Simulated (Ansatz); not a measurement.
# BP (F-43m), stationary points along a deformation path

The calculation used Ansatz 0.2.0, DFT PBE, scalar-relativistic, plane waves, PAW. Settings: plane waves to 420 eV, k-mesh 12×12×12 (Γ-centred), Gaussian smearing 0.05 eV. No spin polarisation. Energies are free energies at this smearing, counted from the undisturbed cell; pressure is positive in compression.

The undisturbed cell (as given, not relaxed at this level; it stands at 1.1 GPa):

```xyz
2
Lattice="0.0000 2.2690 2.2690 2.2690 0.0000 2.2690 2.2690 2.2690 0.0000" Properties=species:S:1:pos:R:3 pbc="T T T"
B     0.0000    0.0000    0.0000
P     3.4035    3.4035    3.4035
```

At fixed volume and fractional coordinates, lengths along (0.000, 0.000, 1.000) are scaled against those across it; ρ is that ratio over its starting value. V = 11.682 Å³/atom. Δσ is the stress along the axis less the mean stress across it (compression positive).

```
    ρ  ΔE (meV/atom)  Δσ (GPa) space group
0.707          488.6     42.34        I-4m2
0.780          294.4     39.00        I-4m2
0.850          143.9     31.68        I-4m2
1.000            0.0      0.00        F-43m
1.200          249.7    -59.52        I-4m2
1.414          913.9    -92.91        I-4m2
```

**Question.** How does the stress give the slope of the energy, and where is the energy stationary?

**Answer.** Along the path d ln(length) is 2/3 d ln ρ on the axis and −1/3 d ln ρ across it, so dE/d ln ρ = −(2/3) V Δσ: the energy falls with ρ where Δσ is positive. Δσ vanishes or changes sign at ρ = 1.000 (F-43m), a minimum at 0.0 meV/atom. Pairs of stationary points between two samples would go unseen, and could change a minimum read from distant neighbours into a maximum. At ρ = 1.000 the cell is cubic, where symmetry alone makes the stress isotropic and the slope zero.

The gap closes along the scan, which can put kinks into the curve.